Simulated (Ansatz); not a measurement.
This guess for InGa5As6 is about to be relaxed.

Space group P-4m2 (No. 115). a = 3.950 Å, b = 3.950 Å, c = 16.758 Å, α = 90.00°, β = 90.00°, γ = 90.00°
```csv
atom,site,symmetry,x,y,z
In,1a,-4m2,0.0000,0.0000,0.0000
Ga,2f,2mm.,0.5000,0.5000,0.1667
Ga,2e,2mm.,0.0000,0.0000,0.3333
Ga,1c,-4m2,0.5000,0.5000,0.5000
As,2g,2mm.,0.5000,0.0000,0.0833
As,2g,2mm.,0.0000,0.5000,0.2500
As,2g,2mm.,0.5000,0.0000,0.4167
```

Method: DFT PBE, scalar-relativistic, plane waves, PAW in Ansatz 0.2.0. Cutoff 420 eV, Gaussian smearing, Γ-centred meshes. Cell and atoms relax first on a coarse mesh and then on a finer one. In between, the cell is made exact in the group found at 0.06 Å. In metals the finer mesh still leaves noise of several meV/atom or more. The steps can't lower the symmetry of their start. No spin polarisation.

A guess keeps its type if space group and coordination stay and the shape of the cell changes little (axis ratios within about 15 %, angles within 6°); the volume may change.

Question: Does this structure survive the relaxation?

Answer: It keeps its type. The symmetry stays P-4m2 (No. 115). The volume per atom grows by 13.1 %, from 21.8 to 24.6 Å³. The shortest distance goes from 2.42 Å (Ga–As and In–As) to 2.49 Å (Ga–As). The ratio c/a of the conventional cell changes by a factor of 1.00. Counting neighbours within 15 % of an atom's shortest distance, the start has As 4, Ga 4, In 4 and the end As 4, Ga 4, In 4.

The last run used a 10×10×4 mesh (in the run's order of axes) for its 12-atom cell and Gaussian smearing of 0.10 eV. A structure relaxed within its symmetry needn't be a true minimum.
